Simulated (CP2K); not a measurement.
**Ga2O3 under changes of volume**

One of the cells (10.442 Å³/atom); the others are scaled copies at fixed shape and fractional positions:

```
Ga O
1.0
     3.03710    0.00000    0.00000
     0.00000    5.79810    0.00000
    -1.51855   -1.45983    5.92995
Ga O
4 6
Direct
  0.34134 0.68598 0.68268
  0.65866 0.31402 0.31732
  0.90950 0.20540 0.81900
  0.09050 0.79460 0.18100
  0.50410 0.74340 0.00820
  0.49590 0.25660 0.99180
  0.82670 0.43680 0.65340
  0.17330 0.56320 0.34660
  0.83550 0.89020 0.67100
  0.16450 0.10980 0.32900
```

* Program: CP2K 2026.2
* Functional: PBE
* Potentials or basis: POTENTIAL_UZH Ga GTH-PBE-q13, O GTH-PBE-q6; TZVP-MOLOPT-PBE-GTH basis
* Density cutoff: 8163 eV
* k mesh: 9 × 5 × 9
* Occupations: fermi-dirac, width 0.05 eV
* Spin: no spin polarisation

| volume (Å³/atom) | energy over the lowest point (meV/atom) | pressure (GPa) | gap on the mesh (eV) | largest force (eV/Å) |
| --- | --- | --- | --- | --- |
| 9.816 | ? | ? | ? | ? |
| 10.025 | 67.85 | 22.5 | 2.76 | 0.565 |
| 10.233 | 42.11 | 17.1 | 2.57 | 0.435 |
| 10.442 | 23.08 | 12.2 | 2.38 | 0.315 |
| 10.651 | 10.11 | 7.8 | 2.20 | 0.214 |
| 10.860 | 2.60 | 3.8 | 2.03 | 0.195 |
| 11.069 | 0.00 | 0.2 | 1.86 | 0.180 |

**Question.** What does the run at 9.816 Å³/atom give?

**Answer.** Energy over the lowest point 101.06 meV/atom; pressure 28.5 GPa; gap on the mesh 2.96 eV; largest force 0.708 eV/Å.

Worked out: A Birch-Murnaghan fit of order 3 (a polynomial in V^(-2/3)) to the other rows has its minimum at 11.09 Å³/atom, just outside them, with B0 = V·E''(V) = 176 GPa and B' = 4.8 at fixed shape and positions, which overstates the stiffness. It gives 101.29 meV/atom at 9.816 Å³/atom, against the run's 101.06, and -dE/dV = 28.8 GPa, against 28.5. A straight line through the other rows of the gap, of slope -9.09 eV per unit of ln V, extrapolates to 2.95 eV, against the run's 2.96.

Energies are extrapolated to zero smearing.

Caveats: an odd mesh through Γ misses points on the zone boundary, where band edges often lie; the basis of atomic orbitals isn't converged, which shifts pressures, moduli and gaps. Spin-orbit coupling on Ga is left out.
